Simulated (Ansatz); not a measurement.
# Preparing CaTiN2 (Pmmn) as a host crystal, part 2 of 4

Before any defect goes in: CaTiN2 (Pmmn) at rest, and how it screens a charge.

Ansatz 0.2.0; plane-wave PAW DFT, PBE; relaxation of the host's cell and atoms; PAW set soft_1 (the session's first sound run).

So far: Set-up; Host cell relaxation. The relaxed cell has a, b, c = 3.658, 3.918, 7.564 Å (conventional setting).

## (3) Dielectric tensors of the host

The response to a uniform electric field gives the electronic dielectric tensor.

This step: plane-wave PAW DFPT, PBE; dielectric tensors, Born charges and zone-centre modes of the host; PAW set soft_1 (Ansatz 0.2.0).

Input file eps/input.yaml:

```yaml
crystal:
  lattice:
    - [3.6576488049, 0.0, 0.0]
    - [0.0, 3.9184522648, 0.0]
    - [0.0, 0.0, 7.5644222331]
  atoms:
    - { symbol: Ca, position: [0.0, 0.5, 0.8501098737] }
    - { symbol: Ca, position: [0.5, 0.0, 0.1498901263] }
    - { symbol: Ti, position: [0.0, 0.5, 0.4077765119] }
    - { symbol: Ti, position: [0.5, 0.0, 0.5922234881] }
    - { symbol: "N", position: [0.5, 0.5, 0.5239989283] }
    - { symbol: "N", position: [0.0, 0.0, 0.4760010717] }
    - { symbol: "N", position: [0.0, 0.5, 0.1637802212] }
    - { symbol: "N", position: [0.5, 0.0, 0.8362197788] }
basis:
  ecutwfc: 420
hamiltonian:
  xc: pbe
  pseudopotentials: { kind: paw, azcp: { folder: soft_1 } }
kpoints:
  mp_grid: { grid: [7, 6, 3] }
scf:
  occupations: { method: fixed }
  max_iter: 100
phonons:
  method: dfpt
  dielectric: true
  rigid_motions: translations
```

Command:

```bash
$ ansatz run input.yaml --threads 4 --pin off --max-ram 15073MiB --backend cpu --events-out ev --progress --plain --runs-dir out
```

Numbers of over 12 decimals in the logs are rounded to 6 here.

The log of the run:

```text
[...]
Crystal: 8 atoms, lattice volume = 108.416 Å³
Basis set: ecut = 420 eV, 2125 PW (Γ), exchange–correlation on 60×60×108 points (8 copies of the dense FFT grid, shifted against one another)
Bands: 40, of which v1, the nominal top of the filled ones, is band 32 counted from 1 (31 counted from 0)
Symmetry: 8 space group operations
k-points: 64 of 126 (irreducible under 1 space group operation, time reversal used)
[...]
SCF iter   1: F=—  HF=-10183.140037 eV  |F-HF|=—  |Δ(HF+E_count)|=         —  Δρ=8.51e-2  dr2=1.42e1  ethr=3.10e-3  ⟨swp⟩=5.1  Hψ=8832  notcnv=0  defer=354
[...]
SCF iter  13: F=-10180.286621 eV  HF=-10180.286621 eV  |F-HF|=2.73e-11  |Δ(HF+E_count)|=  5.64e-11  Δρ=2.09e-7  dr2=4.51e-11  ethr=1.00e-12  ⟨swp⟩=12.4  Hψ=16998  notcnv=0
SCF 1 converged in 13 iterations: F = -10180.286621 eV  dr2 = 4.51e-11
[...]
NSCF: frozen V_eff on 6 k-points
DFPT response loops at Γ: preconditioner auto → Resta (q_TF=auto, 2.499 Å⁻¹)  ε∞=8.9 (no band partly filled); β = 1.00, the filter's whole step (`scf.mixing.beta` (0.50) is not read by the response loops at its default; [...]
── the response to a field inside a basis, on 18×18×8 k-points: an SCF that follows is theirs, and a resumed run solves both again ──
Bands: 33, of which v1, the nominal top of the filled ones, is band 32 counted from 1 (31 counted from 0)
k-points: 324 of 2592
[...]
Eigensolver: Dense (324 Hₖ)
SCF iter   1: F=—  HF=-10180.218245 eV  |F-HF|=—  |Δ(HF+E_count)|=         —  Δρ=2.68e-4  dr2=3.74e-5  ethr=1.00e-1
[...]
SCF iter   5: F=-10180.218265 eV  HF=-10180.218265 eV  |F-HF|=7.77e-9  |Δ(HF+E_count)|=   3.98e-8  Δρ=7.72e-6  dr2=7.33e-8  ethr=1.18e-9
SCF 1 converged in 5 iterations: F = -10180.218265 eV  dr2 = 7.33e-8
[...]
WARN: field response: inside a basis, on 18×18×8 points, no mesh in reach settles it: take ε∞, Z* and everything formed from them with what they may err, as stated (eps_inf_uncertainty, zstar_uncertainty_e), and compare with field_mesh: kpoints on a denser [...]
WARN: field response: ε∞ stands inside a basis, on 18×18×8 points; [...]
SCF converged after 13 iterations
Free energy (F): -10180.286621 eV
[...]
Internal energy: -10180.286621 eV  (E = F + TS)
E sigma→0 (E₀):  -10180.286621 eV
Fermi energy:    9.791023 eV
[...]
--- Band table (eV; the first three rows and the last of 64) ---
[...]
[... further k-points left out ...]
--- Phonons (Γ-DFPT): 12 representative perturbations + reference, on 64 of 126 k-points (Σ response iterations 43) ---
  k mesh reduced under 1 symmetry operation, with k and −k counted as one. Each operation leaves every solved perturbation unchanged. A smaller set is not considered because the run solves the response to a homogeneous field
  ASR residual: 1.926e-4 → 0.000e0 eV/Å²; symmetrization residual: 1.128e-5 eV/Å²
  ASR residual per site (eV/Å²): 1.93e-4 1.93e-4 1.00e-4 1.00e-4 1.21e-4 1.21e-4 1.14e-4 1.14e-4
  Γ frequencies (cm⁻¹): 0.00 0.00 0.00 110.96 128.19 136.86 150.62 192.50 199.18 212.44 236.10 246.38 271.23 315.31 331.81 343.07 349.39 418.18 463.63 547.89 651.44 676.08 681.68 811.79
  ε∞ (high-frequency dielectric tensor):
        8.872574     0.000000     0.000000
        0.000000     9.504683     0.000000
        0.000000     0.000000     7.708803
  ε⁰ (static dielectric tensor: ions relaxed, cell fixed):
       45.456598    -0.000000     0.000000
       -0.000000    42.896111    -0.000000
        0.000000    -0.000000    19.166028
  ε⁰ − ε∞ (ionic part):
       36.584024    -0.000000     0.000000
       -0.000000    33.391428    -0.000000
        0.000000    -0.000000    11.457225
  softest optical mode at Γ: 110.96 cm⁻¹; the repairs (sum rule, projections) moved no ω² at Γ by more than (2.76 cm⁻¹)²
  Born effective charges Z* (e; rows j = field, columns β = displacement):
    site 0:
         2.32481   -0.00000    0.00000
         0.00000    2.35459    0.00000
         0.00000    0.00000    3.04604
    site 1:
         2.32481   -0.00000    0.00000
         0.00000    2.35459    0.00000
         0.00000    0.00000    3.04604
    site 2:
         4.76645    0.00000    0.00000
         0.00000    5.32153    0.00000
         0.00000    0.00000    3.42706
    site 3:
         4.76645    0.00000    0.00000
         0.00000    5.32153    0.00000
         0.00000    0.00000    3.42706
    site 4:
        -5.11419   -0.00000    0.00000
        -0.00000   -5.41923    0.00000
         0.00000    0.00000   -1.68224
    site 5:
        -5.11419   -0.00000    0.00000
        -0.00000   -5.41923    0.00000
         0.00000    0.00000   -1.68224
    site 6:
        -1.97707   -0.00000    0.00000
         0.00000   -2.25689    0.00000
         0.00000    0.00000   -4.79086
    site 7:
        -1.97707   -0.00000    0.00000
         0.00000   -2.25689    0.00000
         0.00000    0.00000   -4.79086
  Z* charge neutrality: 1.065e-2 e pre-enforcement
  solved inside a basis spanned on kpoints, on 18×18×8 k-points, which do not settle them: ε∞ is read to err by 1.0e-1, Z* by 6.1e-2 e (field_mesh: kpoints solves on kpoints); Z* is corrected for what the basis lacks
  optical modes at Γ without the LO–TO term, one row a degenerate level:
      ω (cm⁻¹)  modes    IR ((D/Å)²/amu)
        110.96      1            14.9954
        128.19      1            16.1097
        136.86      1             0.0000
        150.62      1             0.0000
        192.50      1             0.0096
        199.18      1             0.0000
        212.44      1            17.2014
[...]
optical modes at Γ + LO–TO along q̂ = [1.0000, 0.0000, 0.0000]:
      ω (cm⁻¹)  modes    IR ((D/Å)²/amu)
[...]
optical modes at Γ + LO–TO along q̂ = [0.0000, 1.0000, 0.0000]:
      ω (cm⁻¹)  modes    IR ((D/Å)²/amu)
[...]
optical modes at Γ + LO–TO along q̂ = [0.0000, 0.0000, 1.0000]:
      ω (cm⁻¹)  modes    IR ((D/Å)²/amu)
[...]
271.23      1            11.9853
        315.31      1             0.0000
        331.81      1             0.0000
        343.07      1             0.0000
        349.39      1             0.0000
        418.18      1           112.1529
        463.63      1           119.1085
        555.20      1             1.3983
        651.44      1             0.0000
        676.08      1             0.0000
        811.79      1             0.0000
        838.07      1            99.1338
```

Elapsed: 3.6 min, on 4 threads of Arm Neoverse V2, shared host; peak memory 3.5 GiB.

Electronic dielectric tensor:

```
8.87 0.00 0.00
0.00 9.50 0.00
0.00 0.00 7.71
```

Static dielectric tensor:

```
45.46  0.00  0.00
 0.00 42.90  0.00
 0.00  0.00 19.17
```

The principal values of the electronic dielectric tensor are 7.71, 8.87 and 9.50. The principal values of the static dielectric tensor are 19.17, 42.90 and 45.46.

## (4) Primitive cell on a dense mesh

A dense mesh gives the host's converged energy, against which the supercell's sampling is tested.

This step: plane-wave PAW DFT, PBE; single point of the host's primitive cell on a dense mesh; PAW set soft_1 (Ansatz 0.2.0).

dense/input.yaml, as its differences from eps/input.yaml of step 3:

```diff
@@ -16,2 +16,3 @@
   ecutwfc: 420
+  xc_grid: 2
 hamiltonian:
@@ -20,9 +21,5 @@
 kpoints:
-  mp_grid: { grid: [7, 6, 3] }
+  mp_grid: { grid: [8, 7, 4] }
 scf:
-  occupations: { method: fixed }
-  max_iter: 100
-phonons:
-  method: dfpt
-  dielectric: true
-  rigid_motions: translations
+  occupations: { method: fermi_dirac, width: 0.01 }
+  max_iter: 80
```

The log of the run:

```text
[...]
Crystal: 8 atoms, lattice volume = 108.416 Å³
Basis set: ecut = 420 eV, 2125 PW (Γ), exchange–correlation on 50×54×108 points (8 copies of the dense FFT grid, shifted against one another)
Bands: 40, of which v1, the nominal top of the filled ones, is band 32 counted from 1 (31 counted from 0)
Symmetry: 8 space group operations
[...]
k-points: 60 of 224
[...]
SCF iter   1: F=—  HF=-10183.139737 eV  |F-HF|=—  |Δ(HF+E_count)|=         —  Δρ=8.52e-2  dr2=1.41e1  ethr=3.10e-3  ⟨swp⟩=10.2  Hψ=12079  notcnv=0  defer=1
[...]
SCF iter  10: F=-10180.287668 eV  HF=-10180.287668 eV  |F-HF|=5.57e-9  |Δ(HF+E_count)|=   8.08e-8  Δρ=3.60e-6  dr2=1.36e-8  ethr=1.69e-10  ⟨swp⟩=9.7  Hψ=8490  notcnv=0
SCF 1 converged in 10 iterations: F = -10180.287668 eV  dr2 = 1.36e-8
[...]
SCF converged after 10 iterations
Free energy (F): -10180.287668 eV
[...]
Internal energy: -10180.287668 eV  (E = F + TS)
E sigma→0 (E₀):  -10180.287668 eV
Fermi energy:    10.159434 eV
[...]
```

Run time: 4.1 s. Hardware: 4 threads; peak memory 0.51 GiB.

## (5) Self-consistent run

This step: plane-wave PAW DFT, PBE; single point of the defect-free supercell, a test of its k-points; PAW set soft_1 (Ansatz 0.2.0).

System of this step: CaTiN2 (Pmmn). It takes space group Pmmn (No. 59, orthorhombic). The conventional cell has a = 3.658 Å, b = 3.918 Å, c = 7.564 Å, α = 90.00°, β = 90.00°, γ = 90.00°. Nearest to Ca lie 7 N at 2.37 to 3.07 Å. Ti has 5 N at 1.85 to 2.03 Å nearest. N has 4 Ti at 2.03 Å and 2 Ca at 3.07 Å nearest. N has 1 Ti at 1.85 Å and 5 Ca at 2.37 to 2.68 Å nearest. Farther neighbours and most contacts between anions are not listed.

Input file pristine.sampling/input.yaml:

```yaml
crystal:
  lattice:
    - [7.3152976099, 0.0, 0.0]
    - [0.0, 7.8369045297, 0.0]
    - [0.0, 0.0, 7.5644222331]
  atoms:
    - { symbol: Ca, position: [0.0, 0.25, 0.8501098737] }
    - { symbol: Ca, position: [0.25, 0.0, 0.1498901263] }
    - { symbol: Ti, position: [0.0, 0.25, 0.4077765119] }
    - { symbol: Ti, position: [0.25, 0.0, 0.5922234881] }
    - { symbol: "N", position: [0.25, 0.25, 0.5239989283] }
    - { symbol: "N", position: [0.0, 0.0, 0.4760010717] }
    - { symbol: "N", position: [0.0, 0.25, 0.1637802212] }
    - { symbol: "N", position: [0.25, 0.0, 0.8362197788] }
    - { symbol: Ca, position: [0.0, 0.75, 0.8501098737] }
    - { symbol: Ca, position: [0.25, 0.5, 0.1498901263] }
    - { symbol: Ti, position: [0.0, 0.75, 0.4077765119] }
    - { symbol: Ti, position: [0.25, 0.5, 0.5922234881] }
    - { symbol: "N", position: [0.25, 0.75, 0.5239989283] }
    - { symbol: "N", position: [0.0, 0.5, 0.4760010717] }
    - { symbol: "N", position: [0.0, 0.75, 0.1637802212] }
    - { symbol: "N", position: [0.25, 0.5, 0.8362197788] }
    - { symbol: Ca, position: [0.5, 0.25, 0.8501098737] }
    - { symbol: Ca, position: [0.75, 0.0, 0.1498901263] }
    - { symbol: Ti, position: [0.5, 0.25, 0.4077765119] }
    - { symbol: Ti, position: [0.75, 0.0, 0.5922234881] }
    - { symbol: "N", position: [0.75, 0.25, 0.5239989283] }
    - { symbol: "N", position: [0.5, 0.0, 0.4760010717] }
    - { symbol: "N", position: [0.5, 0.25, 0.1637802212] }
    - { symbol: "N", position: [0.75, 0.0, 0.8362197788] }
    - { symbol: Ca, position: [0.5, 0.75, 0.8501098737] }
    - { symbol: Ca, position: [0.75, 0.5, 0.1498901263] }
    - { symbol: Ti, position: [0.5, 0.75, 0.4077765119] }
    - { symbol: Ti, position: [0.75, 0.5, 0.5922234881] }
    - { symbol: "N", position: [0.75, 0.75, 0.5239989283] }
    - { symbol: "N", position: [0.5, 0.5, 0.4760010717] }
    - { symbol: "N", position: [0.5, 0.75, 0.1637802212] }
    - { symbol: "N", position: [0.75, 0.5, 0.8362197788] }
basis:
  ecutwfc: 420
  xc_grid: 2
hamiltonian:
  xc: pbe
  pseudopotentials: { kind: paw, azcp: { folder: soft_1 } }
kpoints:
  mp_grid: { grid: [1, 1, 1], shift: [0.25, 0.25, 0.25] }
scf:
  occupations: { method: fermi_dirac, width: 0.01 }
  max_iter: 80
```

The log of the run:

```text
[...]
Crystal: 32 atoms, lattice volume = 433.663 Å³
Basis set: ecut = 420 eV, 8447 PW (Γ), exchange–correlation on 100×108×108 points (8 copies of the dense FFT grid, shifted against one another)
Bands: 160, of which v1, the nominal top of the filled ones, is band 128 counted from 1 (127 counted from 0)
Symmetry: 8 space group operations
k-points: 1
[...]
SCF iter   1: F=—  HF=-40732.601610 eV  |F-HF|=—  |Δ(HF+E_count)|=         —  Δρ=8.50e-2  dr2=5.67e1  ethr=3.10e-3  ⟨swp⟩=7.0  Hψ=659  notcnv=0  defer=16
[...]
SCF iter  10: F=-40721.204224 eV  HF=-40721.204224 eV  |F-HF|=2.56e-8  |Δ(HF+E_count)|=   4.46e-7  Δρ=3.09e-6  dr2=4.27e-8  ethr=1.69e-10  ⟨swp⟩=11.0  Hψ=512  notcnv=0
SCF 1 converged in 10 iterations: F = -40721.204224 eV  dr2 = 4.27e-8
[...]
SCF converged after 10 iterations
Free energy (F): -40721.204224 eV
[...]
Internal energy: -40721.204224 eV  (E = F + TS)
E sigma→0 (E₀):  -40721.204224 eV
Fermi energy:    10.351810 eV
[...]
```

Wall time 1.5 s (4 threads); peak memory 0.68 GiB.

This step gave:

* energy over dense mesh: -0.001673 eV/atom

(Part 2 of 4 ends here.)

[Logs are printed without paths, hosts, clocks, repeated set-up lines and the standing remarks that a program may print on its own settings, such as how far it seeks lower states.]

[Hosts, paths, dates, database ids (printed as entryN), source tags and the programs' standing remarks are cut or masked in the printed files.]

[Runs of the host that timed out are not shown.]

[For some hosts the program warned that the k-mesh of the response run may be too coarse for force constants and the static dielectric constant; such warnings are not always shown.]
